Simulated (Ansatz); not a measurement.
Beryllium (simple cubic) across density functionals

All rows: Ansatz, plane waves with scalar-relativistic PAW, 420 eV (500 eV for the SCAN forms), relaxed under each functional, no dispersion correction, no zero-point motion. B₀ comes from uniform scaling at fixed shape; a dash is a value not given.

| functional | V (Å³/atom) | cell | B₀ (GPa) | magnetic state | ΔE to hcp (meV/atom) |
| --- | --- | --- | --- | --- | --- |
| PBE | 10.26 | a = 2.173 Å | 76 | spin not included | 1006 |
| r²SCAN | 10.24 | a = 2.171 Å | 77 | spin not included | 1062 |
| LDA | 9.80 | a = 2.140 Å | 80 | spin not included | 1069 |
| revPBE | 10.49 | a = 2.189 Å | 73 | spin not included | 980 |
| RPBE | 10.53 | a = 2.192 Å | 73 | spin not included | 976 |
| BLYP | 10.51 | a = 2.191 Å | 68 | spin not included | 956 |

**Question.** What does PBEsol give?

**Answer.** V (Å³/atom): 10.15; cell: a = 2.165 Å; B₀ (GPa): 77; magnetic state: spin not included; ΔE to hcp (meV/atom): 1024.
